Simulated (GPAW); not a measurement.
# FeNi (Tetrataenite) (P4/mmm) in GPAW: tuning split over ranks

Aim: find the choice of split over ranks that runs FeNi (Tetrataenite) fastest, at LDA. This setting moves, with any that are tied to it; all else stays.

Everything below comes from runs of GPAW 26.7.0. Logs are shortened: lines on timing, memory, paths and dates and some standing lists are left out, and cuts for length are marked. The log counts tension as positive stress, the text compression.

**1. The crystal as given**

Symmetry: P4/mmm, No. 123, tetragonal system. The conventional cell has a = 2.533 Å, b = 2.533 Å, c = 3.582 Å, α = 90.00°, β = 90.00°, γ = 90.00°. Around Ni (site symmetry 4/mmm) lie 8 Fe at 2.53 Å and 4 Ni at 2.53 Å. Around Fe (site symmetry 4/mmm) lie 8 Ni at 2.53 Å and 4 Fe at 2.53 Å.

**2. With split over ranks default**

Contents of run.py:

```python
from ase import Atoms
from ase.dft.bandgap import bandgap
from ase.io import write
from ase.units import GPa
from ase.parallel import parprint
from gpaw import GPAW, PW

atoms = Atoms(['Ni', 'Fe'],
              cell=[[2.533, 0.0, 0.0],
                    [0.0, 2.533, 0.0],
                    [0.0, 0.0, 3.582]],
              scaled_positions=[[0.5, 0.5, 0.5],
                                [0.0, 0.0, 0.0]],
              pbc=True)
atoms.set_initial_magnetic_moments([1.0, 3.0])

calc = GPAW(mode=PW(600),
            xc='LDA',
            kpts={'size': (10, 10, 8), 'gamma': True},
            occupations={'name': 'fermi-dirac', 'width': 0.05},
            nbands=24,
            convergence={'density': 1e-05, 'energy': 1e-05},
            maxiter=100,
            txt='gpaw.txt')
atoms.calc = calc
energy = atoms.get_potential_energy()
forces = atoms.get_forces()
stress = atoms.get_stress()
calc.write('gs.gpw')
write('result.traj', atoms)
parprint(f'Energy: {energy:.6f} eV')
parprint('Forces (eV/A):')
parprint(forces.round(4))
parprint('Stress (GPa):', (stress / GPa).round(3))
parprint('Moments:', calc.get_magnetic_moments().round(3))
parprint('Fermi level:', round(calc.get_fermi_level(), 4), 'eV')
parprint(f'Gap: {bandgap(calc)[0]:.4f} eV, direct: {bandgap(calc, direct=True)[0]:.4f} eV')
```

Potentials or basis: the program's PAW data sets (release 1.2.1) made for this functional, pw.

The run is started by

```console
$ OMP_NUM_THREADS=1 mpirun -n 8 gpaw python run.py
```

Wall time 21 s (8 MPI ranks of Arm Neoverse N1, host not shared); peak memory 0.17 GiB.

The run converged. Its results:

- Free energy: -18.5159 eV
- Pressure: -18.3 GPa
- Band gap on the k mesh: none (metal or under the smearing width)
- Net moment: 3.27 μB per cell
- Site moments: Ni +0.68; Fe +2.59 μB

**3. With split over ranks domain=1 band=1**

Changes to run.py since step 2:

```diff
@@ -22,2 +22,3 @@
             convergence={'density': 1e-05, 'energy': 1e-05},
+            parallel={'domain': 1, 'band': 1},
             maxiter=100,
```

Potentials or basis: the program's PAW data sets (release 1.2.1) made for this functional, pw.

The run is started by

```console
$ OMP_NUM_THREADS=1 mpirun -n 8 gpaw python run.py
```

Wall time 21 s (8 MPI ranks of Arm Neoverse N1, host not shared); peak memory 0.18 GiB.

It converged, with:

```
Free energy            : -18.5159 eV
Pressure               : -18.3 GPa
Band gap on the k mesh : none (metal or under the smearing width)
Net moment             : 3.27 μB per cell
Site moments           : Ni +0.68; Fe +2.59 μB
```

**4. With split over ranks kpt=1 band=1**

Changes to run.py since step 3:

```diff
@@ -22,3 +22,3 @@
             convergence={'density': 1e-05, 'energy': 1e-05},
-            parallel={'domain': 1, 'band': 1},
+            parallel={'kpt': 1, 'band': 1},
             maxiter=100,
```

The run is started by

```console
$ OMP_NUM_THREADS=1 mpirun -n 8 gpaw python run.py
```

Wall time 55 s (8 MPI ranks of Arm Neoverse N1, host not shared); peak memory 0.17 GiB.

Results (log left out):

```yaml
Free_energy: -18.5159 eV
Pressure: -18.3 GPa
Band_gap_on_the_k_mesh: none (metal or under the smearing width)
Net_moment: 3.27 μB per cell
Site_moments: Ni +0.68; Fe +2.59 μB
```

**5. With split over ranks kpt=1 domain=1**

Changes to run.py since step 4:

```diff
@@ -22,3 +22,3 @@
             convergence={'density': 1e-05, 'energy': 1e-05},
-            parallel={'kpt': 1, 'band': 1},
+            parallel={'kpt': 1, 'domain': 1},
             maxiter=100,
```

The run is started by

```console
$ OMP_NUM_THREADS=1 mpirun -n 8 gpaw python run.py
```

It took 96 s on 8 MPI ranks of Arm Neoverse N1, host not shared; peak memory 0.19 GiB.

The run converged. Its results:

```yaml
Free_energy: -18.5159 eV
Pressure: -18.3 GPa
Band_gap_on_the_k_mesh: none (metal or under the smearing width)
Net_moment: 3.27 μB per cell
Site_moments: Ni +0.68; Fe +2.59 μB
```

**6. With split over ranks domain=1 band=2**

Changes to run.py since step 5:

```diff
@@ -22,3 +22,3 @@
             convergence={'density': 1e-05, 'energy': 1e-05},
-            parallel={'kpt': 1, 'domain': 1},
+            parallel={'domain': 1, 'band': 2},
             maxiter=100,
```

Potentials or basis: the program's PAW data sets (release 1.2.1) made for this functional, pw.

The run is started by

```console
$ OMP_NUM_THREADS=1 mpirun -n 8 gpaw python run.py
```

It took 26 s on 8 MPI ranks of Arm Neoverse N1, host not shared; peak memory 0.18 GiB.

The run converged. Its results:

```yaml
Free_energy: -18.5159 eV
Pressure: -18.3 GPa
Band_gap_on_the_k_mesh: none (metal or under the smearing width)
Net_moment: 3.27 μB per cell
Site_moments: Ni +0.68; Fe +2.59 μB
```

**7. With split over ranks domain=2 band=1**

Changes to run.py since step 6:

```diff
@@ -22,3 +22,3 @@
             convergence={'density': 1e-05, 'energy': 1e-05},
-            parallel={'domain': 1, 'band': 2},
+            parallel={'domain': 2, 'band': 1},
             maxiter=100,
```

The run is started by

```console
$ OMP_NUM_THREADS=1 mpirun -n 8 gpaw python run.py
```

Wall time 29 s (8 MPI ranks of Arm Neoverse N1, host not shared); peak memory 0.17 GiB.

The run converged. Its results:

* Free energy: -18.5159 eV
* Pressure: -18.3 GPa
* Band gap on the k mesh: none (metal or under the smearing width)
* Net moment: 3.27 μB per cell
* Site moments: Ni +0.68; Fe +2.59 μB

**8. With split over ranks domain=4 band=1**

Changes to run.py since step 7:

```diff
@@ -22,3 +22,3 @@
             convergence={'density': 1e-05, 'energy': 1e-05},
-            parallel={'domain': 2, 'band': 1},
+            parallel={'domain': 4, 'band': 1},
             maxiter=100,
```

The run is started by

```console
$ OMP_NUM_THREADS=1 mpirun -n 8 gpaw python run.py
```

Run time: 37 s. Hardware: 8 MPI ranks of Arm Neoverse N1, host not shared; peak memory 0.17 GiB.

The run converged. Its results:

```
Free energy            : -18.5159 eV
Pressure               : -18.3 GPa
Band gap on the k mesh : none (metal or under the smearing width)
Net moment             : 3.27 μB per cell
Site moments           : Ni +0.68; Fe +2.59 μB
```

**9. With split over ranks sl_auto=True**

Changes to run.py since step 8:

```diff
@@ -22,3 +22,3 @@
             convergence={'density': 1e-05, 'energy': 1e-05},
-            parallel={'domain': 4, 'band': 1},
+            parallel={'sl_auto': True},
             maxiter=100,
```

Potentials or basis: the program's PAW data sets (release 1.2.1) made for this functional, pw.

The run is started by

```console
$ OMP_NUM_THREADS=1 mpirun -n 8 gpaw python run.py
```

It took 21 s on 8 MPI ranks of Arm Neoverse N1, host not shared; peak memory 0.18 GiB.

The run converged. Its results:

```yaml
Free_energy: -18.5159 eV
Pressure: -18.3 GPa
Band_gap_on_the_k_mesh: none (metal or under the smearing width)
Net_moment: 3.27 μB per cell
Site_moments: Ni +0.68; Fe +2.59 μB
```

**10. With split over ranks augment_grids=True**

Changes to run.py since step 9:

```diff
@@ -22,3 +22,3 @@
             convergence={'density': 1e-05, 'energy': 1e-05},
-            parallel={'sl_auto': True},
+            parallel={'augment_grids': True},
             maxiter=100,
```

The run is started by

```console
$ OMP_NUM_THREADS=1 mpirun -n 8 gpaw python run.py
```

Wall time 21 s (8 MPI ranks of Arm Neoverse N1, host not shared); peak memory 0.17 GiB.

The run converged. Its results:

```
Free energy            : -18.5159 eV
Pressure               : -18.3 GPa
Band gap on the k mesh : none (metal or under the smearing width)
Net moment             : 3.27 μB per cell
Site moments           : Ni +0.68; Fe +2.59 μB
```

**11. With split over ranks augment_grids=True sl_auto=True**

Changes to run.py since step 10:

```diff
@@ -22,3 +22,3 @@
             convergence={'density': 1e-05, 'energy': 1e-05},
-            parallel={'augment_grids': True},
+            parallel={'augment_grids': True, 'sl_auto': True},
             maxiter=100,
```

Potentials or basis: the program's PAW data sets (release 1.2.1) made for this functional, pw.

The run is started by

```console
$ OMP_NUM_THREADS=1 mpirun -n 8 gpaw python run.py
```

gpaw.txt:

```text
__  _  _
 | _ |_)|_||  |
 |__||  | ||/\| - 26.7.0

Input parameters:
  mode=PW(ecut=600.0),
  convergence={'density': 1e-05, 'energy': 1e-05},
  kpts=MonkhorstPack(size=(10, 10, 8), gamma=True),
  maxiter=100,
  nbands=24,
  occupations=Occupations(name='fermi-dirac', width=0.05),
  parallel={'augment_grids': True, 'sl_auto': True},
  xc=XC(name='LDA')

Diagonalizing LCAO Hamiltonian
Converting LCAO to pw mode
   .-----.
  /|     |
 * |     |
 | | Ni  |
 | .-----.
 |/     /
 Fe----*

Atoms  # Å, Bohr magnetons
|   | symbol |        x |        y |        z |    initial magnetic moments |
|---|--------|----------|----------|----------|-----------------------------|
| 0 |     Ni | 1.266500 | 1.266500 | 1.791000 | ( 0.0000,  0.0000,  1.0000) |
| 1 |     Fe | 0.000000 | 0.000000 | 0.000000 | ( 0.0000,  0.0000,  3.0000) |

Unit cell  # Å
| periodic |        x |        y |        z |  lengths |    angles |
|----------|----------|----------|----------|----------|-----------|
|      yes | 2.533000 | 0.000000 | 0.000000 | 2.533000 | 90.000000 |
|      yes | 0.000000 | 2.533000 | 0.000000 | 2.533000 | 90.000000 |
|      yes | 0.000000 | 0.000000 | 3.582000 | 3.582000 | 90.000000 |

Number of symmetries: 16
Symmetry operations  # r_c * U_cc + t_c -> r_c
|    | kind |            matrix            |
|----|------|------------------------------|
|  0 |  E   |  1, 0, 0,  0, 1, 0,  0, 0, 1 |
|  1 |  σ   |  1, 0, 0,  0, 1, 0,  0, 0,-1 |
|  2 |  σ   |  1, 0, 0,  0,-1, 0,  0, 0, 1 |
|  3 |  C2  |  1, 0, 0,  0,-1, 0,  0, 0,-1 |
|  4 |  σ   |  0, 1, 0,  1, 0, 0,  0, 0, 1 |
|  5 |  C2  |  0, 1, 0,  1, 0, 0,  0, 0,-1 |
|  6 |  C4  |  0, 1, 0, -1, 0, 0,  0, 0, 1 |
|  7 |  S4  |  0, 1, 0, -1, 0, 0,  0, 0,-1 |
|  8 |  C4  |  0,-1, 0,  1, 0, 0,  0, 0, 1 |
|  9 |  S4  |  0,-1, 0,  1, 0, 0,  0, 0,-1 |
| 10 |  σ   |  0,-1, 0, -1, 0, 0,  0, 0, 1 |
| 11 |  C2  |  0,-1, 0, -1, 0, 0,  0, 0,-1 |
| 12 |  σ   | -1, 0, 0,  0, 1, 0,  0, 0, 1 |
| 13 |  C2  | -1, 0, 0,  0, 1, 0,  0, 0,-1 |
| 14 |  C2  | -1, 0, 0,  0,-1, 0,  0, 0, 1 |
| 15 |  i   | -1, 0, 0,  0,-1, 0,  0, 0,-1 |

BZ-sampling:
  Number of BZ points: 800
  Number of IBZ points: 105

  Monkhorst-Pack size: [10, 10, 8]
  Monkhorst-Pack shift: [0.05, 0.05, 0.0625]

K-points  # in reciprocal-cell coordinates
|     |                                coordinates |     weight |
|-----|--------------------------------------------|------------|
|   0 | (  0.00000000,   0.00000000,   0.00000000) | 0.00125000 |
|   1 | (  0.00000000,   0.00000000,   0.12500000) | 0.00250000 |
|   2 | (  0.00000000,   0.00000000,   0.25000000) | 0.00250000 |
|   3 | (  0.00000000,   0.00000000,   0.37500000) | 0.00250000 |
|   4 | (  0.00000000,   0.00000000,   0.50000000) | 0.00125000 |
|   5 | (  0.10000000,   0.00000000,   0.00000000) | 0.00500000 |
|   6 | (  0.10000000,   0.00000000,   0.12500000) | 0.01000000 |
|   7 | (  0.10000000,   0.00000000,   0.25000000) | 0.01000000 |
|   8 | (  0.10000000,   0.00000000,   0.37500000) | 0.01000000 |
|   9 | (  0.10000000,   0.00000000,   0.50000000) | 0.00500000 |
| ... |                                            |            |
| 104 | (  0.50000000,   0.50000000,   0.50000000) | 0.00125000 |

Plane wave coefficients: 784
Cutoff: 600.0 eV

Spin-components: 2 (collinear spins)
Bands:           24
Projectors:      12
Spin-degeneracy: 1
Datatype:        complex128

Parallelization:
  kpt:    8
  domain: 1
  band:   1

Density:
  Valence electrons: 24.0
  Components: 2
  Grid points: [15 15 21]
  Charge: 0.0  # |e|

Potential:
  Grid points: [15 15 21]

species:
  Ni:
    name:    Nickel
    Z:       28.0
    valence: 16
    core:    12
    charge:  0.0  # [|e|]
    compensation charges:
      type: gauss
      rc: 0.36  # [Å]
      lmax: 2
    cutoffs:
      filter: 2.14  # [Å]
      core: 1.98  # [Å]
    projectors
    | kind |    occ | energy [eV] | rcut [Å] |
    |------|--------|-------------|----------|
    |   4s |  2.000 |      -5.858 |    1.164 |
    |   3p |  6.000 |     -71.266 |    1.207 |
    |   4p |  0.000 |      -1.338 |    1.207 |
    |   3d |  8.000 |      -9.141 |    1.138 |
    |    s |        |      21.353 |    1.164 |
    |    d |        |      18.071 |    1.138 |

    Using partial waves for Ni as LCAO basis

  Fe:
    name:    Iron
    Z:       26.0
    valence: 8
    core:    18
    charge:  0.0  # [|e|]
    compensation charges:
      type: gauss
      rc: 0.33  # [Å]
      lmax: 2
    cutoffs:
      filter: 2.06  # [Å]
      core: 2.67  # [Å]
    projectors
    | kind |    occ | energy [eV] | rcut [Å] |
    |------|--------|-------------|----------|
    |   4s |  2.000 |      -5.481 |    1.164 |
    |   4p |  0.000 |      -1.431 |    1.058 |
    |   3d |  6.000 |      -7.753 |    1.058 |
    |    s |        |      21.730 |    1.164 |
    |    p |        |      25.780 |    1.058 |
    |    d |        |      19.459 |    1.058 |

    Using partial waves for Fe as LCAO basis

Reference energy: -75858.535240  # eV

eigensolver:
  PPCG
  Converge bands: occupied
  niter=2

density mixing:
  MSR1-Mixer
  Pratt-step length: 0.05
  Maximum mixing coefficient: 0.75
  Old densities: 10
  SVD Regularization: 0.005
  Good broyden scale: 1.0
  Trust region scale: 1.0
  Backstep threshold: 4.0
  History deletion threshold: 6.0
  Fourier metric: weight=20.0, sigma=0.015

occupation numbers:
  Fermi-Dirac:
    width: 0.0500  # eV

poisson solver:
  ecut: 4800.0  # eV

xc functional:
  name: None

convergence criteria:
- Maximum integral of absolute [dens]ity change: 1e-05 electrons / valence electron
- Maximum [total energy] change in last 3 cyles: 1e-05 eV / valence electron
- Maximum integral of absolute [eigenst]ate change: 4e-08 eV^2 / valence electron
maximum number of iterations: 100

SCF iterations
|iter     | |      energy | eigst |  dens |  magmom |
|---------|-|-------------|-------|-------|---------|
|iter:   1| |  -18.485676 | +0.28 |       |  +4.0050|
|iter:   2| |  -18.372033 | -2.04 | -1.16 |  +3.9732|
|iter:   3| |  -18.378795 | -3.18 | -1.34 |  +3.9116|
|iter:   4| |  -18.439924 | -3.05 | -1.44 |  +3.7298|
|iter:   5| |  -18.497891 | -3.03 | -1.56 |  +3.5076|
|iter:   6| |  -18.510461 | -3.25 | -1.76 |  +3.3271|
|iter:   7| |  -18.511132 | -4.82 | -2.43 |  +3.2945|
|iter:   8| |  -18.511297 | -5.44 | -2.73 |  +3.2718|
|iter:   9| |  -18.511317c| -6.39 | -3.31 |  +3.2690|
|iter:  10| |  -18.511323c| -7.10 | -3.82 |  +3.2691|
|iter:  11| |  -18.511322c| -8.30c| -4.23 |  +3.2696|
|iter:  12| |  -18.511322c| -7.75c| -4.85 |  +3.2697|
|iter:  13| |  -18.511322c| -8.48c| -5.38c|  +3.2697|

Converged in 13 steps
Energy contributions relative to reference atoms: (reference = -75858.535240)

Energy contributions:
  Kinetic:           8.129857
  Coulomb:          -5.833922
  Zero:              0.099349
  External:          0.000000
  Xc:              -20.901992
  Entropy:          -0.009225
  Spinorbit:         0.000000
  ----------------------------
  Free energy:     -18.515935
  Extrapolated:    -18.511322

dipole moment: (-6.240754, -6.240754, -8.825258)  # |e|*Ang

Total magnetic moment: (0.000000, 0.000000, 3.269732)

Local magnetic moments
|        x |        y |        z |
|----------|----------|----------|
| 0.000000 | 0.000000 | 0.684100 |  # Ni   0
| 0.000000 | 0.000000 | 2.590333 |  # Fe   1

Fermi level: 8.631
Eigenvalues  # (at kpt = [0.000, 0.000, 0.000])
| band index |      eig [eV] | occ [0-1] |      eig [eV] | occ [0-1] |
|------------|---------------|-----------|---------------|-----------|
|          0 |       -55.072 |     1.000 |       -54.208 |     1.000 |
|        ... |               |           |               |           |
|          4 |         3.677 |     1.000 |         4.746 |     1.000 |
|          5 |         4.297 |     1.000 |         5.416 |     1.000 |
|          6 |         6.135 |     1.000 |         7.310 |     1.000 |
|          7 |         6.135 |     1.000 |         7.310 |     1.000 |
|          8 |         6.152 |     1.000 |         7.766 |     1.000 |
|          9 |         7.159 |     1.000 |         8.230 |     1.000 |
[... 8 lines left out ...]
|         18 |        17.744 |     0.000 |        18.809 |     0.000 |
|         19 |        22.797 |     0.000 |        23.093 |     0.000 |
|        ... |               |           |               |           |
|         23 |        31.289 |     0.000 |        31.666 |     0.000 |

No gap
No difference between direct/indirect transitions

Forces  # eV/Ang
|        x |        y |       z |
|----------|----------|---------|
|  0.00000 |  0.00000 | 0.00000 |  # Ni   0
| -0.00000 | -0.00000 | 0.00000 |  # Fe   1

Stress tensor  # eV/Ang^3
|        x |        y |        z |
|----------|----------|----------|
| 0.113809 | 0.000000 | 0.000000 |
| 0.000000 | 0.113809 | 0.000000 |
| 0.000000 | 0.000000 | 0.114436 |

# Writing to gs.gpw (mode='')
```

It took 22 s on 8 MPI ranks of Arm Neoverse N1, host not shared; peak memory 0.18 GiB.

What came out:

```yaml
Free_energy: -18.5159 eV
Pressure: -18.3 GPa
Band_gap_on_the_k_mesh: none (metal or under the smearing width)
Net_moment: 3.27 μB per cell
Site_moments: Ni +0.68; Fe +2.59 μB
```

**12. Summary**

```
               split over ranks  energy less the last converged row (meV/atom)  SCF cycles  wall time (s)
                        default                                           0.00          13             21
                domain=1 band=1                                           0.00          13             21
                   kpt=1 band=1                                           0.00          13             55
                 kpt=1 domain=1                                           0.00          27             96
                domain=1 band=2                                           0.00          14             26
                domain=2 band=1                                           0.00          13             29
                domain=4 band=1                                           0.00          13             37
                   sl_auto=True                                           0.00          13             21
             augment_grids=True                                           0.00          13             21
augment_grids=True sl_auto=True                                           0.00          13             22
```

Fastest here: default (21 s), level within noise with domain=1 band=1, sl_auto=True, augment_grids=True, augment_grids=True sl_auto=True; slowest of those that converged: kpt=1 domain=1 (96 s). These are single runs, one after another on one machine, so differences under about a fifth mean little.

Caveats: the stock nickel data set gives pressures a few GPa off other programs; so large a pressure means that the cell lies far from this level's equilibrium, or that cutoff or potentials fall short.
